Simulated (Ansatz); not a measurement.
The system is Ru.

```xyz
2
Lattice="2.7058 0.0000 0.0000 -1.3529 2.3433 0.0000 0.0000 0.0000 4.2819" Properties=species:S:1:pos:R:3 pbc="T T T"
Ru    1.3529    0.7811    3.2114
Ru    0.0000    1.5622    1.0705
```

```yaml
Program: Ansatz 0.2.0
Task: relaxation of cell and atoms
Functional: B3LYP
Potentials_or_basis: Ansatz PAW
Cutoff: "420 eV (not typed: the program's choice for these potentials)"
k_mesh: 6 × 6 × 3
Occupations: fermi-dirac, width 0.05 eV
Spin: no spin polarisation
```

At the start: volume 13.57 Å³/atom.

Problem. How do energy, volume and symmetry change on relaxing?

Solution. It ends after 4 steps and the volume is 13.83 Å³/atom (+1.9 %); space group P6_3/mmc (No. 194, to 0.05 Å).

The path:
```csv
step,energy change (eV),largest force (eV/Å),volume (Å³)
1,0.0000,0.0000,27.15
2,-0.0173,0.0000,27.70
3,-0.0174,0.0000,27.66
4,-0.0175,0.0000,27.66
```

Final structure:
```
CELL_PARAMETERS angstrom
2.73784 0.00000 0.00000
-1.36892 2.37104 0.00000
0.00000 0.00000 4.26138
ATOMIC_POSITIONS crystal
Ru 0.66667 0.33333 0.75000
Ru 0.33333 0.66667 0.25000
```

Caveat: the k mesh is coarse (spacing up to 0.49 Å⁻¹), so the values aren't converged, least of all with exact exchange; the plane-wave basis is chosen anew once the cell has moved, so the energies of steps on either side of that aren't comparable; the PAW data sets come from PBE, with cores solved anew for the run's functional, which leaves a small shift of forces and pressure.
